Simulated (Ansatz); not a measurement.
# Co (P-3m1): free moments from the typed start

Level of theory: DFT, PBE, PAW with Ansatz's default frozen-core files, scalar-relativistic (Ansatz 0.2.0).

Command: `ansatz run input.yaml --threads 1 --pin off --max-ram 3072MiB --backend cpu --events-out ev --progress --plain --runs-dir out`

```yaml
crystal:
  lattice:
    - [2.4873648738, 0.0, 0.0]
    - [-1.2436824369, 2.1541211692, 0.0]
    - [0.0, 0.0, 4.0632895034]
  atoms:
    - { symbol: Co, position: [0.6666666667, 0.3333333333, 0.259861], spin: 2.0 }
    - { symbol: Co, position: [0.3333333333, 0.6666666667, 0.740139], spin: 2.0 }
magnetization:
  spin_polarized: true
kpoints:
  mp_grid: { grid: [15, 15, 8] }
scf:
  occupations: { method: fermi_dirac, width: 0.08 }
  lower_state_search: "off"
hamiltonian:
  xc: pbe
  pseudopotentials: { kind: paw }
output:
  forces: true
  stress: true
  eigenvalues: true
  populations: true
  dos: { projected: true, de: 0.1, e_range: [-8, 5] }
  write_density: true
  write_potential: true
  elf: true
  volumetric_format: npy
```

Log:

```
Engine: ansatz 0.2.0
Pseudopotentials: kind: paw
Pseudopotential: Co, paw, valence charge 17, recommended cutoff 420 eV (normal), Co.paw.azcp
Functional definition: PBE
  parameter kappa = 0.804
  parameter beta = 0.06672455060314922
  exchange = pbe_x(kappa = kappa, mu = beta*pi^2/3)
  correlation = pbe_c(beta = beta)
Crystal: 2 atoms, lattice volume = 21.771 Å³
Basis set: ecut = 420 eV, 391 PW (Γ), exchange–correlation on 36×36×60 points (8 copies of the dense FFT grid, shifted against one another)
Bands: 23, of which v1, the nominal top of the filled ones, is band 17 counted from 1 (16 counted from 0)
Symmetry: 12 space group operations
Space group: P-3m1 (ITA 164), of the structure as read, at distance tolerance 2.8e-5 Å
Magnetic group: BNS 164.85 (UNI 1315), of the structure as read, at distance tolerance 2.8e-5 Å
k-points: 192 of 1800
Non-local potential: Co, projectors of the file, l = 0: 3, l = 1: 2, l = 2: 3, l = 3: 1
PAW form: soft (Blöchl's): semilocal exchange-correlation on the pseudo side does not see the compensation charge
PAW one-centre angular grid: Co, 590 points (default); XC on 64 Gauss nodes
Initial density: superposition of atomic densities (chi_scale 0.1, normalization cell)
Starting moments: Σ|m| = 4 μB on 2 of 2 sites
Initial wavefunctions: pseudopotential atomic-orbital guess
Functional: x = pbe(κ = 0.804, μ = 0.2195149727645171), c = pbe(β = 0.06672455060314922)
iter 1 solved again at ethr=8.46e-4 eV; its pass at ethr=3.10e-3 eV (dr2=2.88e-1 eV) is discarded
SCF iter   1: F=—  HF=-10252.165673 eV  |F-HF|=—  |Δ(HF+E_count)|=         —  Δρ=3.71e-2 (↑2.79e-2 ↓3.71e-2)  dr2=2.88e-1  dr2_m=1.06e-1  M=3.317 μB ∫|m|=3.406 μB  β_m=0.30  ethr=8.46e-4  ⟨swp⟩=1.0  Hψ=44536  notcnv=0
preconditioner: auto → none  [metal: Δε(μ)=0.002 eV  Ē_g=9.453 eV  σ=0.080 eV  W_gap=0.01  n_scr=8 (ndim 8)  ℏωp=33.8 eV  f_vac=0.000  D(μ)=1.59/eV (n_scr^D=22)  sad-step TF]
SCF iter   2: F=—  HF=-10252.214115 eV  |F-HF|=—  |Δ(HF+E_count)|=   4.84e-2  Δρ=2.23e-2 (↑1.60e-2 ↓2.23e-2)  dr2=7.50e-2  dr2_m=5.73e-2  M=3.295 μB ∫|m|=3.433 μB  β_m=0.30  ethr=8.46e-4  ⟨swp⟩=2.0  Hψ=10976  notcnv=0
SCF iter   3: F=—  HF=-10252.236119 eV  |F-HF|=—  |Δ(HF+E_count)|=   2.20e-2  Δρ=1.39e-2 (↑1.19e-2 ↓1.39e-2)  dr2=5.60e-3  dr2_m=3.16e-2  M=3.282 μB ∫|m|=3.458 μB  β_m=0.30  ethr=2.21e-4  ⟨swp⟩=2.2  Hψ=14776  notcnv=0
SCF iter   4: F=—  HF=-10252.262955 eV  |F-HF|=—  |Δ(HF+E_count)|=   2.68e-2  Δρ=9.73e-3 (↑9.73e-3 ↓9.58e-3)  dr2=8.70e-4  dr2_m=1.81e-2  M=3.274 μB ∫|m|=3.479 μB  β_m=1.00  ethr=1.65e-5  ⟨swp⟩=2.0  Hψ=13794  notcnv=0
SCF iter   5: F=—  HF=-10252.293475 eV  |F-HF|=—  |Δ(HF+E_count)|=   3.05e-2  Δρ=4.82e-3 (↑4.82e-3 ↓2.68e-3)  dr2=5.95e-4  dr2_m=2.77e-3  M=3.254 μB ∫|m|=3.541 μB  β_m=1.00  ethr=2.56e-6  ⟨swp⟩=2.6  Hψ=18304  notcnv=0  defer=3
SCF iter   6: F=—  HF=-10252.295816 eV  |F-HF|=—  |Δ(HF+E_count)|=   2.34e-3  Δρ=2.01e-3 (↑2.01e-3 ↓7.43e-4)  dr2=2.46e-4  dr2_m=3.52e-4  M=3.253 μB ∫|m|=3.562 μB  β_m=1.00  ethr=1.75e-6  ⟨swp⟩=2.0  Hψ=14535  notcnv=0  defer=3
SCF iter   7: F=—  HF=-10252.298816 eV  |F-HF|=—  |Δ(HF+E_count)|=   3.00e-3  Δρ=7.46e-4 (↑4.01e-4 ↓7.46e-4)  dr2=1.57e-5  dr2_m=5.31e-5  M=3.255 μB ∫|m|=3.571 μB  β_m=1.00  ethr=7.25e-7  ⟨swp⟩=2.0  Hψ=14803  notcnv=0  defer=3
SCF iter   8: F=—  HF=-10252.300980 eV  |F-HF|=—  |Δ(HF+E_count)|=   2.16e-3  Δρ=5.39e-4 (↑1.73e-4 ↓5.39e-4)  dr2=2.01e-5  dr2_m=1.89e-5  M=3.258 μB ∫|m|=3.576 μB  β_m=0.30  ethr=4.63e-8  ⟨swp⟩=2.0  Hψ=15481  notcnv=0  defer=3
Mixer restart at iter 8: flushing history
spin-set hold released at iteration 8 (site moments contracting): the magnetisation degrees of freedom join the quasi-Newton model from the next iteration; the mixer history was flushed
SCF iter   9: F=—  HF=-10252.302365 eV  |F-HF|=—  |Δ(HF+E_count)|=   1.38e-3  Δρ=4.97e-4 (↑3.16e-4 ↓4.97e-4)  dr2=4.20e-6  dr2_m=3.06e-5  M=3.259 μB ∫|m|=3.579 μB  β_m=0.65  ethr=4.63e-8  ⟨swp⟩=2.0  Hψ=14356  notcnv=0  defer=3
SCF iter  10: F=—  HF=-10252.303831 eV  |F-HF|=—  |Δ(HF+E_count)|=   1.47e-3  Δρ=7.95e-4 (↑1.47e-4 ↓7.95e-4)  dr2=9.37e-5  dr2_m=2.52e-5  M=3.264 μB ∫|m|=3.588 μB  β_m=0.67  ethr=1.24e-8  ⟨swp⟩=3.1  Hψ=17584  notcnv=0  defer=3
SCF iter  11: F=—  HF=-10252.303833 eV  |F-HF|=—  |Δ(HF+E_count)|=   1.59e-6  Δρ=6.22e-4 (↑6.22e-4 ↓1.98e-4)  dr2=6.99e-5  dr2_m=1.15e-5  M=3.265 μB ∫|m|=3.589 μB  β_m=0.63  ethr=1.24e-8  ⟨swp⟩=3.2  Hψ=18054  notcnv=0  defer=3
SCF iter  12: F=—  HF=-10252.303822 eV  |F-HF|=—  |Δ(HF+E_count)|=   1.03e-5  Δρ=1.71e-4 (↑1.71e-4 ↓3.89e-5)  dr2=3.86e-6  dr2_m=1.36e-6  M=3.265 μB ∫|m|=3.590 μB  β_m=0.82  ethr=1.24e-8  ⟨swp⟩=2.0  Hψ=15721  notcnv=0  defer=3
SCF iter  13: F=—  HF=-10252.303822 eV  |F-HF|=—  |Δ(HF+E_count)|=   2.07e-7  Δρ=2.61e-5 (↑2.61e-5 ↓1.15e-5)  dr2=2.56e-7  dr2_m=2.29e-8  M=3.265 μB ∫|m|=3.591 μB  β_m=0.64  ethr=1.13e-8  ⟨swp⟩=2.0  Hψ=12055  notcnv=0  defer=3
SCF iter  14: F=-10252.303822 eV  HF=-10252.303822 eV  |F-HF|=2.87e-10  |Δ(HF+E_count)|=   5.80e-8  Δρ=4.11e-6 (↑4.11e-6 ↓3.75e-6)  dr2=2.32e-9  dr2_m=2.52e-9  M=3.265 μB ∫|m|=3.591 μB  ethr=2.94e-10  ⟨swp⟩=8.0  Hψ=52831  notcnv=0
SCF 1 converged in 14 iterations: F = -10252.303822 eV  dr2 = 2.32e-9
  greatest PAW one-centre occupation: 1.001 electrons in one spin orbital (limit 2), on the Co atom at site 1 (counted from 0), in its partial waves of l = 1
SCF converged after 14 iterations
Magnetization: 3.2654 μB (18.6327 up, 15.3673 down)
Absolute magnetization: 3.5921 μB (∫|ρ↑−ρ↓|, with the PAW one-centre terms)
Spin contamination: 0.0569 ħ² per cell (⟨S²⟩ above its minimum at these occupations)
Per-site moments (μB) at R_I (Å): [(1.7090736016269692, 0.9994691688402235), (1.709073601626969, 0.9994691688402235)]
Free energy (F): -10252.303822 eV
Harris-Foulkes:  -10252.303822 eV  (|F-HF|=2.87e-10)
Internal energy: -10252.269579 eV  (E = F + TS)
E sigma→0 (E₀):  -10252.286700 eV
Entropy (-TS):   -0.034243 eV (-17.122 meV/atom)
Fermi energy:    18.641910 eV
--- Per-component energies (eV) ---
  E_band       = -490.424718
  E_kinetic    = 907.260128
  E_local      = -5688.107034  (includes V_loc(G=0)·N_el)
  E_nonlocal   = 908.305797
  E_hartree    = 2384.785978
  E_xc         = -318.010359
  E_vxc        = -410.371958  (∫ρ·V_xc dr)
  E_paw        = -3030.343900  (= ΣΔE_a)
  E_vpaw       = -977.080259  (= ΣTr[D̂ρ^β])
  E_aug_tail   = 0.000157  (compensation charges beyond the density's cutoff)
  E_ewald      = -5416.160346
  E_smearing   = -0.034243  (= −TS)
  E_closure    = 0.000000  (closes the sum)
  Σ components = -10252.303822   (vs F -10252.303822, Δ=0.00e0)
--- Forces (eV/Å), atoms counted from 1 ---
  atom   1  Co    -0.00000000     0.00000000    -0.51352307
  atom   2  Co     0.00000000    -0.00000000     0.51352307
  max |Σ_I F_I| component: 1.11e-16 eV/Å
--- Stress (GPa, compression-positive) ---
        1.282351       0.000000       0.000000
        0.000000       1.282351      -0.000000
        0.000000      -0.000000      -0.379511
  P = ⅓ Tr σ = 0.7284 GPa (7.284 kbar)
--- Band table (eV; the first three rows and the last of 384) ---
  k-point 0 ↑: bands = ["-77.4611", "-77.4040", "-40.8592", "-40.5730", "-40.5730", "-40.5334", "-40.5254", "-40.5254", "9.6137", "13.4203", "15.9474", "15.9988", "15.9988", "16.2977", "16.2977", "16.7086", "16.7086", "17.7862", "17.7862", "18.3652", "24.7015", "40.4849", "42.9535"]
  k-point 1 ↑: bands = ["-77.4592", "-77.4060", "-40.8477", "-40.5714", "-40.5714", "-40.5452", "-40.5270", "-40.5270", "9.7685", "13.3827", "15.9047", "15.9623", "15.9623", "16.2611", "16.2611", "16.7949", "16.7949", "17.7736", "17.7775", "17.7775", "25.6059", "40.4163", "42.1994"]
  k-point 2 ↑: bands = ["-77.4539", "-77.4114", "-40.8154", "-40.5784", "-40.5670", "-40.5670", "-40.5314", "-40.5314", "10.2221", "13.1966", "15.7817", "15.9072", "15.9072", "16.1642", "16.1642", "16.7043", "16.9953", "16.9953", "17.7394", "17.7394", "27.6852", "39.1488", "40.7735"]
  k-point 191 ↓: bands = ["-75.3026", "-75.3026", "-38.7614", "-38.7614", "-38.7062", "-38.6724", "-38.5445", "-38.5445", "15.8477", "16.0770", "16.0770", "16.2020", "16.8899", "16.8899", "18.2400", "18.6539", "19.7268", "19.7268", "24.9450", "24.9450", "26.5143", "26.7154", "28.7649"]
--- Löwdin populations: 2 sites ---
  site symbol       q [e]    m [muB]
     0     Co     16.7804     1.6983
     1     Co     16.7804     1.6983
  spilling = 0.012917 (of n_electrons = 34.000000)
```

populations.tsv:

```
# site	symbol	l	j	q_up	q_dn
# orbitals = lowdin
# n_electrons = 34.000000
# spilling = 0.012917
0	Co	0_3S	-	0.993661	0.993972
0	Co	0_4S	-	0.461536	0.497294
0	Co	1_3P	-	2.998791	2.998707
0	Co	2_3D	-	4.785351	3.051101
1	Co	0_3S	-	0.993661	0.993972
1	Co	0_4S	-	0.461536	0.497294
1	Co	1_3P	-	2.998791	2.998707
1	Co	2_3D	-	4.785351	3.051101
```

Site moments (μB): Co1 1.71, Co2 1.71. Cell moment 3.27 μB.

The magnetic group in the log treats spin as a scalar label, without spin–orbit coupling.

The Ansatz runs typed with the search for lower states off end where their start leads. The magnetic state is the one that this cell and start allow. It needn't be the compound's measured order, which may need a larger cell or be absent.

It took 24 s on 1 thread of Arm Neoverse V1 (shared host), peak memory 0.39 GiB.
